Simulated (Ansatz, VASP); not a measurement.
GaAs: VASP and Ansatz over several settings

```
As Ga
1.0
     0.00000    2.80788    2.80788
     2.80788    0.00000    2.80788
     2.80788    2.80788    0.00000
As Ga
1 1
Cartesian
  4.2118 4.2118 4.2118
  0.0000 0.0000 0.0000
```

Change from the starting cell: volume scaled by 0.98.

Single points on this cell with VASP 6.6.1 and Ansatz 0.2.0. Each row is one pair of runs. Alike in all rows: spin: off; k mesh: 8 × 8 × 8; smearing: fermi-dirac, width 0.05 eV; VASP's potentials, cutoff: VASP PAW PBE potentials, release 64 (As, Ga_d), 520 eV.

```csv
level,"Ansatz's potentials, cutoff","gap on the k mesh at the Fermi level (eV), VASP","gap on the k mesh at the Fermi level (eV), Ansatz","least direct gap on the mesh (eV), VASP","least direct gap on the mesh (eV), Ansatz","pressure (GPa), VASP","pressure (GPa), Ansatz"
PBE,"Ansatz PAW, 420 eV",0.67,0.67,0.67,0.67,5.1,4.9
PBE,"PseudoDojo standard (PBE files), 1143 eV",0.67,0.67,0.67,0.67,5.1,5.0
PBE,"Ansatz PAW earlier set, 1020 eV",0.67,0.67,0.67,0.67,5.1,4.9
```

Gap on the k mesh at the fermi level (eV): the two programs differ by at most 0.006; least direct gap on the mesh (eV): the two programs differ by at most 0.006; pressure (GPa): the two programs differ by at most 0.21.
